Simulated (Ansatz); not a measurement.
# How much do the gradients of HfO2 depend on the method?

Cell: a structure deposited in the COD, its atoms then relaxed with PBE in this cell.

Space group Pbca (No. 61); a = 5.0598, b = 10.0172, c = 5.2276 Å.

```
site  Wyckoff  site symmetry       x       y       z
  Hf       8c              1  0.7451  0.8845  0.9649
  O9       8c              1  0.8705  0.7907  0.6240
 O17       8c              1  0.5029  0.9764  0.2617
```

One atom of each set is listed.

First run. Method: Kohn–Sham DFT in Ansatz, PBE, plane waves and PAW, scalar-relativistic, 420 eV cutoff, Γ-centred 5×3×5 k-points, Fermi–Dirac smearing 0.02 eV.

```tsv
site	V_zz (10²¹ V/m²)	η
Hf	11.47	0.25
O9	-2.85	0.49
O17	-1.49	0.69
```

Second run. The same atoms and settings, except that the functional is PBEsol.

Q: What does the second run give?

A: 

```json
{"site": "Hf", "V_zz": "11.35", "η": "0.24", "change of V_zz": "-0.12"}
{"site": "O9", "V_zz": "-2.73", "η": "0.54", "change of V_zz": "+0.12"}
{"site": "O17", "V_zz": "-1.49", "η": "0.69", "change of V_zz": "0.00"}
```

The largest change of V_zz is on Hf, from 11.47 to 11.35. In per cent, |V_zz| changes by -1 on Hf, -4 to 0 on O (all sites that start above 0.5).

Without spin–orbit coupling the gradients at and beside Hf can be off by some per cent, at some sites by more.
For the first run: At this cell the PBE pressure is 6 GPa, so with PBE the cell would grow if it were relaxed.
